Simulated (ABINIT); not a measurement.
MnO:

```
Mn O
1.0
     0.00000    2.22391    2.22391
     2.22391    0.00000    2.22391
     2.22391    2.22391    0.00000
Mn O
1 1
Direct
  0.00000 0.00000 0.00000
  0.50000 0.50000 0.50000
```

The cell is a database's computed one.

* Program: ABINIT 10.8.3 (patched build)
* Task: relaxation of cell and atoms
* Functional: RPBE
* Potentials or basis: Ansatz PAW PBE default generated set, frozen core
* Cutoff: 435 eV
* k mesh: 8 × 8 × 8
* Occupations: fermi-dirac, width 0.05 eV
* Spin: collinear spin, ferromagnetic start
* Starting moments: [4.0, 0.0] μB

At the start: pressure 6.0 GPa; volume 11.00 Å³/atom.

**Question.** Where does the relaxation end?

**Answer.** Over 5 steps the energy falls by 9.3 meV/atom and the volume is 11.53 Å³/atom (+4.8 %); space group Fm-3m (No. 225, to 0.05 Å); moment 4.90 μB per cell.

Step by step:
```tsv
step	energy change (eV)	largest force (eV/Å)	pressure (GPa)	volume (Å³)
1	0.0000	0.0000	5.96	22.00
2	-0.0119	0.0000	3.50	22.40
3	-0.0186	0.0000	0.23	23.01
4	-0.0187	0.0000	0.03	23.05
5	-0.0187	0.0000	0.00	23.06
```

Final structure:
```
Mn O
1.0
     0.00000    2.25921    2.25921
     2.25921    0.00000    2.25921
     2.25921    2.25921    0.00000
Mn O
1 1
Direct
  0.00000 0.00000 0.00000
  0.50000 0.50000 0.50000
```

Caveat: the PAW data sets were made with another functional, which shifts forces and pressure a little; a cell with one magnetic atom can't hold antiferromagnetic order, which such compounds often take; the atomic spheres overlap.
